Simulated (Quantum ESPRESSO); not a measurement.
Cu:

```xyz
1
Lattice="0.0000 1.8075 1.8075 1.8075 0.0000 1.8075 1.8075 1.8075 0.0000" Properties=species:S:1:pos:R:3 pbc="T T T"
Cu    0.0000    0.0000    0.0000
```

Base run:

* Program: Quantum ESPRESSO 7.5
* Functional: PBE
* Potentials or basis: SSSP 1.3 efficiency PBE
* Cutoff: 748 eV
* Density cutoff: 5987 eV
* k mesh: 13 × 13 × 13
* Occupations: fermi-dirac, width 0.05 eV
* Spin: no spin polarisation

Its results: band gap on the k mesh none (metal or under the smearing width); pressure 1.2 GPa.

Question: The run is repeated on the same cell with these changes: potentials or basis from SSSP 1.3 efficiency PBE to Ansatz NC SR PBE; cutoff from 748 eV to 1252 eV; density cutoff from 5987 eV to 5007 eV; k mesh from 13 × 13 × 13 to 10 × 10 × 10; valence electrons from 11 to 19. What comes out?

Answer: Band gap on the k mesh none (metal or under the smearing width); pressure 1.8 GPa.
